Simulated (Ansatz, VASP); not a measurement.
**N: VASP beside Ansatz**

POSCAR

```
N
1.0
    0.0000000000      1.6136298521      1.6136298521
    1.6136298521      0.0000000000      1.6136298521
    1.6136298521      1.6136298521      0.0000000000
N
1
Direct
    0.0000000000      0.0000000000      0.0000000000
```

The input INCAR.step1:

```
ALGO = Normal ; EDIFF = 1E-4
ENCUT = 520 ; GGA = PE
ISMEAR = 0 ; LASPH = T
LCHARG = F ; LREAL = F
LWAVE = T ; NBANDS = 8
NELM = 80 ; PREC = Accurate
SIGMA = 0.15
```

The input INCAR.step2:

```
ALGO = Normal ; EDIFF = 1E-7
ENCUT = 520 ; ISIF = 2
ISMEAR = 0 ; ISTART = 1
LASPH = T ; LCHARG = T
LELF = T ; LMIXTAU = T
LREAL = F ; LVHAR = T
LWAVE = F ; METAGGA = R2SCAN
NBANDS = 8 ; NELM = 80
PREC = Accurate ; SIGMA = 0.15
```

KPOINTS

```
k-points
0
Gamma
  13 13 13
```

Input for Ansatz:

```yaml
crystal:
  lattice:
    - [0.0, 1.6136298520794528, 1.6136298520794528]
    - [1.6136298520794528, 0.0, 1.6136298520794528]
    - [1.6136298520794528, 1.6136298520794528, 0.0]
  atoms:
    - { symbol: "N", position: [0.0, 0.0, 0.0] }
basis:
  ecutwfc: 600.0
kpoints:
  mp_grid:
    grid: [13, 13, 13]
hamiltonian:
  xc: r2scan
  pseudopotentials:
    kind: paw
scf:
  occupations:
    method: gaussian
    width: 0.15
output:
  stress: true
```

The real solid is made of molecules; this cell is a model form.

Alike in both runs: task single point; functional r2SCAN; k mesh 13 × 13 × 13; occupations gaussian, width 0.15 eV; no spin polarisation.

|  | VASP | Ansatz |
| --- | --- | --- |
| version | VASP 6.6.1 | Ansatz 0.2.0 |
| potentials or method | VASP PAW PBE potentials, release 64 (N) | plane waves, PAW |
| plane-wave cutoff (eV) | 520 | 600 |
| valence electrons in the cell | 5 | 5 |

VASP gave:

* pressure (GPa): -16.8

Question: Which values does Ansatz return?

Answer: Pressure (GPa): -16.7.

Caveats: so large a pressure means that the cell lies far from this level's equilibrium, or that cutoff or potentials fall short (VASP); the potentials were made for another functional, which shifts forces and pressure (VASP).
